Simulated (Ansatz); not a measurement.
**CuAu: pressure against volume**

CuAu, P4/mmm, a = 2.892 Å, c = 3.588 Å. The structure is a COD entry; whether it is the stable form wasn't checked. Ansatz: PBE, PAW, 420 eV, Γ-centred 14×14×12 mesh on 2 atoms, Gaussian smearing 0.10 eV; no spin polarisation. Shape and atoms are relaxed at each volume; pressure is positive in compression.

| V (Å³/atom) | P (GPa) |
| --- | --- |
| 13.203 | 25.31 |
| 13.653 | 17.06 |
| 14.103 | 10.29 |
| 14.553 | 4.63 |
| 15.003 | -0.04 |
| 15.453 | -3.88 |
| 15.903 | -7.03 |
| 16.503 | ? |

**Question.** Take V0 = 15.003 Å³/atom, count pressures from its P0 = -0.04 GPa, fit the third-order Birch–Murnaghan form to the other rows, and predict the missing pressure.

**Answer.** With the Eulerian strain f = ½[(V0/V)^(2/3) − 1] and y = (P − P0)/[3f(1 + 2f)^(5/2)], the form is the line y = B0 + 1.5 B0 (B0′ − 4) f. Rows (f, y): 0.04447, 153.6; 0.03244, 150.2; 0.02105, 147.6; 0.01025, 144.4; -0.00975, 137.9; -0.01905, 134.8. Means f = 0.01324, y = 144.75; Σ(Δf)² = 0.002985, ΣΔfΔy = 0.8831; the slope is their ratio. y = 140.8 + 295.8 f GPa, so B0 = 140.8 GPa and B0′ = 4 + 2 × (295.8)/(3 × 140.8) = 5.40. At V = 16.503, f = -0.03078, y = 131.70 and P = -10.41 GPa. The run gave -10.33 GPa, so the fit is 0.08 GPa too low, a small miss on the scale of the series. The form still works here, 22 % of the fitted range beyond its end.

Spin–orbit coupling is left out, which can shift energies with elements as heavy as these.

Cost: 8 runs of about 4.5 core-minutes in all, on Arm Neoverse V1 (shared hosts).